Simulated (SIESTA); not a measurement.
# CdO (Monteponite) under changes of volume

One of the cells (12.970 Å³/atom); the others are scaled copies at fixed shape and fractional positions:

```
Cd O
1.0
     0.00000    2.34950    2.34950
     2.34950    0.00000    2.34950
     2.34950    2.34950    0.00000
Cd O
1 1
Direct
  0.00000 0.00000 0.00000
  0.50000 0.50000 0.50000
```

- Program: SIESTA 5.4.2
- Functional: PBE
- Potentials or basis: PseudoDojo 0.4 standard (PBE files, fully relativistic)
- Basis: DZP (energy shift 0.003 Ry; two zetas on semicore shells)
- Grid cutoff: 800 Ry
- Energy shift: 0.003 Ry
- k mesh: 8 × 8 × 8
- Occupations: fermi-dirac, width 0.05 eV
- Spin: non-collinear spin, zero start, spin-orbit coupling
- Starting moments: [[0.0, 0.0, 0.0], [0.0, 0.0, 0.0]] μB

| volume (Å³/atom) | energy over the lowest point (meV/atom) | pressure (GPa) |
| --- | --- | --- |
| 12.191 | 72.35 | 18.5 |
| 12.451 | 46.04 | 14.1 |
| 12.710 | ? | ? |
| 12.970 | 12.41 | 6.9 |
| 13.229 | 3.82 | 3.8 |
| 13.488 | 0.00 | 0.9 |
| 13.748 | 0.58 | -1.6 |

Q: What does the run at 12.710 Å³/atom give?

A: Energy over the lowest point 26.26 meV/atom; pressure 10.3 GPa.

Worked out: A Birch-Murnaghan fit of order 3 (a polynomial in V^(-2/3)) to the other rows has its minimum at 13.58 Å³/atom with B0 = V·E''(V) = 136 GPa and B' = 4.1. It gives 26.33 meV/atom at 12.710 Å³/atom, against the run's 26.26, and -dE/dV = 10.3 GPa, against 10.3.

Energies are extrapolated to zero smearing.

Caveats: the basis of atomic orbitals isn't converged, which shifts pressures, moduli and gaps.
